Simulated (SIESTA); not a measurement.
The system is C.

```
CELL_PARAMETERS angstrom
2.52210 0.00000 0.00000
-1.26105 2.18420 0.00000
0.00000 0.00000 8.23710
ATOMIC_POSITIONS crystal
C 0.66667 0.33333 0.84375
C 0.33333 0.66667 0.34375
C 0.66667 0.33333 0.65625
C 0.33333 0.66667 0.15625
C 0.00000 0.00000 0.90625
C 0.00000 0.00000 0.40625
C 0.00000 0.00000 0.59375
C 0.00000 0.00000 0.09375
```

This is a hexagonal form of diamond, not graphite.

Base run:

- Program: SIESTA 5.4.2
- Functional: PBE
- Potentials or basis: PseudoDojo 0.4 standard (PBE files)
- Basis: SZ (energy shift 0.002 Ry)
- Grid cutoff: 500 Ry
- Energy shift: 0.002 Ry
- k mesh: 12 × 12 × 4
- Occupations: fermi-dirac, width 0.05 eV
- Spin: no spin polarisation

Its results: band gap on the k mesh 6.07 eV, direct; pressure 24.3 GPa; largest force 0.410 eV/Å.

Task: After a change of settings the same cell gave: band gap on the k mesh 5.51 eV, direct; pressure 12.5 GPa; largest force 0.373 eV/Å. Which change was it?
A. basis from SZ (energy shift 0.002 Ry) to DZ (energy shift 0.002 Ry)
B. functional from PBE to RPBE; basis from SZ (energy shift 0.002 Ry) to DZP (energy shift 0.002 Ry)
C. basis from SZ (energy shift 0.002 Ry) to TZDP (energy shift 0.01 Ry); energy shift from 0.002 Ry to 0.01 Ry
D. basis from SZ (energy shift 0.002 Ry) to TZDP (energy shift 0.002 Ry)

Result: A.

Caveats: the basis has no polarisation orbitals; the basis of atomic orbitals isn't converged, which shifts pressures, moduli and gaps; so large a pressure means that the cell lies far from this level's equilibrium, or that cutoff or potentials fall short (some runs).
